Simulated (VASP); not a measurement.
## PbO$_{2}$ (strained rutile): one PBE single-point calculation in two programs

```
Pb O
1.0
     4.93401    0.00000    0.00000
     0.00000    4.93401    0.00000
     0.00000    0.00000    3.43810
Pb O
2 4
Direct
  0.00000 0.00000 0.00000
  0.50000 0.50000 0.50000
  0.30721 0.30721 0.00000
  0.19279 0.80721 0.50000
  0.80721 0.19279 0.50000
  0.69279 0.69279 0.00000
```

The two codes use different PAW datasets and cutoffs. VASP's cell holds 52 valence electrons and Ansatz's 52. Ansatz's stress includes a Pulay correction; VASP's doesn't.

Cutoffs: 520 eV in VASP, 420 eV in Ansatz. k meshes: 6×6×8 and 6×6×8.

```csv
,VASP,Ansatz
gap between bands v and c,0.00 eV,-0.01 eV (bands overlap: a metal)
least direct gap,0.01 eV,0.00 eV
pressure,7.8 GPa,7.5 GPa
```

Band v is the last that the valence electrons fill when counted band by band, and c is the next. Levels in eV from the top of v, Ansatz:

```tsv
point	v−1	v	c	c+1
Γ	-0.59	-0.59	0.07	4.29
X	-0.37	-0.37	2.55	2.55
M	-0.46	-0.46	2.92	2.92
Z	-0.80	-0.80	3.85	3.85
R	-0.15	-0.15	4.20	4.20
A	-0.51	-0.51	2.92	2.92
```

VASP:

```json
{"point": "Γ", "v−1": "-0.58", "v": "-0.58", "c": "0.09", "c+1": "4.28"}
{"point": "X", "v−1": "-0.36", "v": "-0.36", "c": "2.55", "c+1": "2.55"}
{"point": "M", "v−1": "-0.45", "v": "-0.45", "c": "2.91", "c+1": "2.91"}
{"point": "Z", "v−1": "-0.78", "v": "-0.78", "c": "3.85", "c+1": "3.85"}
{"point": "R", "v−1": "-0.14", "v": "-0.14", "c": "4.19", "c+1": "4.19"}
{"point": "A", "v−1": "-0.50", "v": "-0.50", "c": "2.91", "c+1": "2.91"}
```
